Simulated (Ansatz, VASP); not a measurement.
# Two plane-wave programs on Au

```
Au
1.0
     2.90000    0.00000    0.00000
    -1.45000    2.51147    0.00000
     0.00000    0.00000    4.88000
Au
2
Cartesian
  0.1591 1.8334 3.6600
  1.4500 0.8372 1.2200
```

Alike in both runs: task single point; functional PBEsol; k mesh 18 × 18 × 10; occupations gaussian, width 0.15 eV; no spin polarisation.

|  | VASP | Ansatz |
| --- | --- | --- |
| version | VASP 6.6.1 | Ansatz 0.2.0 |
| potentials or method | VASP PAW PBE potentials, release 64 (Au) | scalar-relativistic, plane waves, PAW |
| plane-wave cutoff (eV) | 520 | 420 |
| valence electrons in the cell | 22 | 38 |

VASP gave:

* gap on the k mesh at the Fermi level (eV): none
* pressure (GPa): -6.3
* largest component of the traceless stress (GPa): 0.55
* rms of the force components (eV/Å): 0.037

Problem. Which values does Ansatz return?

Solution. gap on the k mesh at the Fermi level (eV): none; pressure (GPa): -6.1; largest component of the traceless stress (GPa): 0.57; rms of the force components (eV/Å): 0.037.

Atom by atom the forces differ by 0.000 eV/Å (rms over components). A gap of «none» marks a metal or a gap that the smearing closes. The two sets of potentials don't hold the same shells in valence.

Caveats: the PAW data sets were made with another functional, which shifts forces and pressure a little (VASP). Spin-orbit coupling is left out, which matters for the levels of Au.
